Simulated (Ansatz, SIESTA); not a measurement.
Given: the input of a run of SIESTA 5.4.2 on ZrS2. The cell is a database's computed one, not the measured one.

Contents of ZrS2.fdf:

```
SystemName                      ZrS2
SystemLabel                     ZrS2
NumberOfSpecies                 2
NumberOfAtoms                   3
%block ChemicalSpeciesLabel
  1  40 Zr
  2  16 S
%endblock ChemicalSpeciesLabel

LatticeConstant                 1.0 Ang
%block LatticeVectors
     3.6913825498     0.0000000000     0.0000000000
    -1.8456912749     3.1968310632     0.0000000000
     0.0000000000     0.0000000000     6.0410770100
%endblock LatticeVectors
AtomicCoordinatesFormat         Fractional
%block AtomicCoordinatesAndAtomicSpecies
     0.0000000000     0.0000000000     0.0000000000  1  Zr
     0.3333333333     0.6666666667     0.2379099700  2  S
     0.6666666667     0.3333333333     0.7620900300  2  S
%endblock AtomicCoordinatesAndAtomicSpecies

%block kgrid.MonkhorstPack
    8   0   0  0.0
    0   8   0  0.0
    0   0   5  0.0
%endblock kgrid.MonkhorstPack
XC.Functional                   GGA
XC.Authors                      PBEsol
PAO.BasisSize                   DZP
PAO.EnergyShift                 0.003 Ry
Mesh.Cutoff                     800 Ry
OccupationFunction              FD
ElectronicTemperature           0.05 eV
MaxSCFIterations                120
SCF.MustConverge                false
SCF.Mixer.Method                Pulay
SCF.Mixer.Weight                0.25
SCF.Mixer.History               8
SCF.DM.Tolerance                5.0e-05
SCF.H.Tolerance                 1.0e-03 eV
WriteForces                     true
Charge.Mulliken                 end
Charge.Hirshfeld                end
Charge.Voronoi                  end
SaveRho                         true
SaveElectrostaticPotential      true
%block PAO.Basis
  Zr 5
  n=4 0 2
    3.497 0.000
  n=5 0 2
    8.986 0.000
  n=4 1 2
    4.065 0.000
  n=5 1 1
    8.986
  n=4 2 2
    7.326 0.000
%endblock PAO.Basis
```

Potentials or basis: PseudoDojo 0.4 standard (PBEsol files), converted to PSML, two zetas on semicore shells, DZP (energy shift 0.003 Ry; two zetas on semicore shells).

Command:

```console
$ siesta ZrS2.fdf > ZrS2.out 2>&1
```

Task: Set up the same calculation for Ansatz 0.2.0. Potentials or basis there: Ansatz PAW, cutoff 420 eV.

Result: As run (cutoffs and basis follow the program's own potentials, and thresholds, step limits or extra output files can differ):

File input.yaml:

```yaml
crystal:
  lattice:
    - [3.6913825498, 0.0, 0.0]
    - [-1.8456912749, 3.1968310632, 0.0]
    - [0.0, 0.0, 6.04107701]
  atoms:
    - { symbol: Zr, position: [0.0, 0.0, 0.0] }
    - { symbol: S, position: [0.3333333333, 0.6666666667, 0.23790997] }
    - { symbol: S, position: [0.6666666667, 0.3333333333, 0.76209003] }
hamiltonian:
  xc: pbesol
  pseudopotentials: { kind: paw }
kpoints:
  mp_grid: { grid: [8, 8, 5] }
scf:
  occupations: { method: fermi_dirac, width: 0.05 }
output:
  forces: true
  stress: true
  eigenvalues: true
```

Potentials or basis: Ansatz PAW.

The run is started by

```console
$ ansatz run input.yaml --threads 1 --pin off --max-ram 3584MiB --backend cpu --events-out ev --progress --plain --runs-dir out
```

Both were run:

|  | SIESTA | Ansatz |
| --- | --- | --- |
| Pressure | -1.5 GPa | -2.5 GPa |

Ansatz's pressure holds a Pulay term of +0.01 GPa for its cutoff of 420 eV, which the other run lacks.

Ansatz's potentials were made for PBE.

Where Ansatz's input types no cutoff or centring, it takes its own default and a Γ-centred mesh.

Pressure is positive in compression.
